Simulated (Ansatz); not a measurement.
Computed with Ansatz on PBE0-D4/def2-TZVP structures; ΔE is electronic, products minus reactants. CCSD(T)/CBS adds triple-zeta CCSD(T) − MP2 to the extrapolated MP2 energy (def2 sets, frozen cores). DFT in def2-TZVPP. B3LYP here is the variant with VWN-RPA as its local correlation; programs differ in this. For Zn outer-core shells are correlated without core-valence functions, which leaves a few kJ/mol of doubt a bond. Scalar relativity is left out up to krypton. One conformer a species, not always the lowest.

Reaction (formal exchange of groups at the Si–C bond): `OCCC[SiH3]` + `C[O][Zn][Cl]` → `[SiH3][O][Zn][Cl]` + `CCCCO`

`OCCC[SiH3]`:

Z-matrix (Å, degrees):
```
C
C 1 1.512
O 1 1.414 2 108.4
H 1 1.099 2 109.4 3 -121.1
H 1 1.100 2 110.0 3 121.0
C 2 1.527 1 113.7 3 -58.8
H 2 1.095 1 108.3 3 63.3
H 2 1.095 1 107.9 3 178.5
H 3 0.959 1 108.8 2 175.2
Si 6 1.878 2 115.7 1 -60.9
H 6 1.095 2 109.7 1 177.9
H 6 1.094 2 109.7 1 61.4
H 10 1.489 6 112.5 2 68.3
H 10 1.488 6 109.9 2 -171.5
H 10 1.491 6 110.4 2 -52.0
```

`C[O][Zn][Cl]`:

```xyz
7

C    -1.058   -0.337   -0.087
O     0.070    0.146   -0.766
Zn    1.630    0.549   -0.050
Cl    3.526    1.065    0.644
H    -1.861   -0.485   -0.817
H    -0.877   -1.302    0.404
H    -1.429    0.364    0.673
```

`[SiH3][O][Zn][Cl]`:

Cartesian coordinates in Å:
```
Si -0.602 -0.004 1.054
O 0.091 0.608 -0.283
Zn 0.973 0.193 -1.741
Cl 2.019 -0.213 -3.489
H 0.393 -0.725 1.899
H -1.687 -0.967 0.710
H -1.186 1.108 1.849
```

`CCCCO`:

```xyz
15

C     1.459   -0.460    1.510
C     0.400   -0.772    0.467
C    -0.212    0.476   -0.147
C    -1.259    0.164   -1.197
O    -1.874    1.317   -1.732
H     2.282    0.115    1.077
H     1.881   -1.372    1.939
H     1.041    0.131    2.330
H     0.837   -1.391   -0.326
H    -0.394   -1.377    0.919
H     0.583    1.084   -0.601
H    -0.669    1.095    0.633
H    -2.068   -0.423   -0.754
H    -0.816   -0.451   -1.994
H    -1.190    1.867   -2.123
```

CCSD(T)/CBS gives -184.0 kJ/mol.

Task: Another level gave -158.1 kJ/mol. Which?
A. B3LYP-D4/def2-TZVPP
B. PBE-D4/def2-TZVPP
C. HF/def2-TZVPP
D. MP2/def2-TZVPP

Result: B. PBE-D4 -158.1, B3LYP-D4 -172.5, MP2/def2-TZVPP -188.9, HF/def2-TZVPP -201.7 kJ/mol.

Largest T1 diagnostic among the species: 0.015.

In def2-TZVPP, CCSD(T) changes the Hartree–Fock value by +18.9 kJ/mol (the triples alone add +3.5 kJ/mol) and MP2 by +12.8 kJ/mol. From PBE to PBE0 (25 % exact exchange), in def2-TZVPP and without D4, ΔE moves by −10.9 kJ/mol. The D4 term adds +5.2 kJ/mol with B3LYP and +2.9 kJ/mol with PBE0; it sums over pairs of atoms, weighted by their polarisabilities, and B3LYP, whose exchange is more repulsive, gets the larger term.

CCSD(T)/CBS has its own doubt, a few kJ/mol and more with outer-core shells, so smaller differences from it don't rank the levels.
